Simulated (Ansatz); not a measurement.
**Energy ranking of Be2H3 structures**

All numbers below come from Ansatz 0.2.0, DFT PBE, scalar-relativistic, plane waves, PAW. All cells share a 420 eV cutoff and Γ-centred k meshes spaced at most about 0.3 Å⁻¹ (about 0.25 or finer for metals, 2π included). No spin polarisation.

Energies over the elements count from the elements' standard structures at the same level (H₂ as a molecule), with no fitted energy shifts.

These are static total energies at zero pressure. The comparison covers the computed candidates alone. No dispersion correction is applied, so the spacing and binding between layers, chains or molecules are poorly described (Pm, P1 at 10.3 Å³/atom, R32, P-3m1), and this can change margins and order among such cells. Kohn–Sham gaps at this level usually fall short of measured ones. With hydrogen, zero-point motion can shift formation energies by some tens of meV/atom.

Invented guesses were relaxed alike, and ends that match in structure were merged. ΔE counts from the first row. Coordination counts H atoms around Be (those within 1.25 times the shortest such distance or 1.15 times the sum of covalent radii; a plus sign parts nearer from farther groups; the shortest distance is added where it is long for a bond; a slash parts the counts of unlike sites). The ends were matched against large subsets of the Crystallography Open Database and the Materials Project, so a missing match doesn't prove that a structure is unreported.

| # | reached from | type and space group | atoms | Å³/atom | coordination | ΔE (meV/atom) | gap on mesh (eV) | in databases |
| --- | --- | --- | --- | --- | --- | --- | --- | --- |
| 1 | a relaxed cell, shaken at random and relaxed again | P1 (No. 1) | 10 | 7.9 | Be 2+1/3/4 | 0 | 1.99 | no match |
| 2 | a relaxed cell, shaken at random and relaxed again | Pm (No. 6) | 5 | 9.3 | Be 3/2+2 | 44 | 0.00 | no match |
| 3 | random cell without symmetry | P1 (No. 1) | 5 | 10.3 | Be 3/4 | 104 | 0.00 | no match |
| 4 | Ni3Se2 type (R32) | R32 (No. 155) | 5 | 8.5 | Be 3 | 161 | 0.00 | no match |
| 5 | corundum type (R-3c) | R-3c (No. 167) | 10 | 6.4 | Be 3+3 | 291 | 0.00 | no match |
| 6 | A-type sesquioxide type (P-3m1) | P-3m1 (No. 164) | 5 | 6.0 | Be 3+3 | 326 | 0.00 | no match |
| 7 | random cell | P4/mmm (No. 123) | 5 | 7.2 | Be 2/2 from 1.9 Å | 666 | 0.00 | no match |
| 8 | random cell | Fd-3m (No. 227) | 10 | 5.6 | Be 6+6 from 2.2 Å | 760 | 0.00 | no match |
| 9 | random cell | P4/mmm (No. 123) | 10 | 7.7 | Be 2+4 | 927 | 0.00 | no match |

The lowest: Space group P1 (No. 1), triclinic, a = 4.062 Å, b = 4.078 Å, c = 5.893 Å, α = 108.5°, β = 91.6°, γ = 119.0°. Around Be on its first site lie 3 H at 1.42–1.49 Å; Be on its second site has 3 H at 1.42–1.45 Å; Be on its third site is surrounded by 2 H at 1.41–1.42 Å and 1 H at 1.67 Å; Be on its fourth site is surrounded by 4 H at 1.42–1.49 Å; around H on its first site lie 2 Be at 1.49 Å and 1 Be at 1.67 Å; 5 more sites not described. Its energy over the elements is +0.075 eV/atom. It can't be a ground state, since the elements alone are lower. An observed structure of this formula, if there is one, may be missing.

```cif
data_structure
_symmetry_space_group_name_H-M 'P 1'
_symmetry_Int_Tables_number 1
_cell_length_a 4.0616
_cell_length_b 4.0783
_cell_length_c 5.8925
_cell_angle_alpha 108.465
_cell_angle_beta 91.648
_cell_angle_gamma 119.005
_cell_volume 78.99
loop_
_atom_site_label
_atom_site_type_symbol
_atom_site_fract_x
_atom_site_fract_y
_atom_site_fract_z
_atom_site_occupancy
Be1 Be 0.40574 0.56859 0.84174 1
Be2 Be 0.29142 0.81594 0.20412 1
Be3 Be 0.55915 0.45471 0.13950 1
Be4 Be 0.70935 0.10006 0.67640 1
H1 H 0.49307 0.25008 0.83552 1
H2 H 0.73456 0.82154 0.76219 1
H3 H 0.07465 0.39481 0.65504 1
H4 H 0.53198 0.87061 0.41585 1
H5 H 0.27391 0.16195 0.21772 1
H6 H 0.92617 0.56171 0.25192 1
```

The second: Space group Pm (No. 6), monoclinic, a = 2.251 Å, b = 3.160 Å, c = 6.535 Å, β = 93.4°. Around Be on its first site lie 2 H at 1.45 Å and 2 H at 1.61 Å; around Be on its second site lie 3 H at 1.40–1.42 Å; H on its first site has 1 Be at 1.40 Å and 2 Be at 1.61 Å; H on its second site has 2 Be at 1.42 Å; 1 more site not described. Counting H atoms around Be, the first has Be 2+1/3/4 and the second has Be 3/2+2. Cells relaxed within their symmetry can be saddle points.

Space group Pm (No. 6). a = 2.251 Å, b = 3.160 Å, c = 6.535 Å, α = 90.00°, β = 93.35°, γ = 90.00°
```
atom  site  symmetry       x       y       z
  Be    1b         m  0.0192  0.5000  0.1131
  Be    1a         m  0.9746  0.0000  0.8506
   H    1a         m  0.0111  0.0000  0.0652
   H    1a         m  0.4521  0.0000  0.7178
   H    1b         m  0.5430  0.5000  0.2533
```

Some candidate types were left out of the draw beforehand, so a known form may be missing.
